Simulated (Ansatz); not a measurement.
Runs of Ansatz 0.2.0 on Zr. The structure is hexagonal, space group P6_3/mmc (No. 194). Conventional cell: a = 3.232 Å, b = 3.232 Å, c = 5.147 Å, α = 90.00°, β = 90.00°, γ = 120.00°. Around Zr (site symmetry -6m2) lie 12 Zr at 3.18 to 3.23 Å. 

```csv
task,level,potentials or basis,spin,cell,k mesh,cutoff (eV),smearing,gap on the mesh (eV),pressure (GPa),relaxed volume (Å³/atom)
relaxation of cell and atoms,revPBE+D3(BJ),"all-electron LAPW, scalar-relativistic",off,relaxed,9 × 9 × 5,-,fermi-dirac 0.05 eV,-,0.0,22.09
single point,PBE,"all-electron LAPW, scalar-relativistic",off,as given,9 × 9 × 5,174,gaussian 0.015 eV,none,0.6,-
band structure,LDA,"all-electron LAPW, relativistic spinors","SOC, no magnetisation",as given,7 × 7 × 4,176,fermi-dirac 0.05 eV,-,(a),-
relaxation of cell and atoms,PBEsol,"all-electron LAPW, scalar-relativistic",off,relaxed,9 × 9 × 5,-,fermi-dirac 0.05 eV,-,0.0,22.47
single point,PBE,"all-electron LAPW, scalar-relativistic",off,as given,9 × 9 × 5,174,gaussian 0.022 eV,none,0.6,-
```

Alike in all rows: basis error allowed 0.001 eV/atom.

Problem. Fill in the values left out.

Solution. (a) -6.0.

Caveats: the k mesh is thin for a metal, which can move the energy by tens of meV per atom (some runs).

A k mesh can miss the band edges, and rows without SOC leave out spin-orbit coupling on Zr.

A gap of «none» marks a metal or a gap under the smearing width.
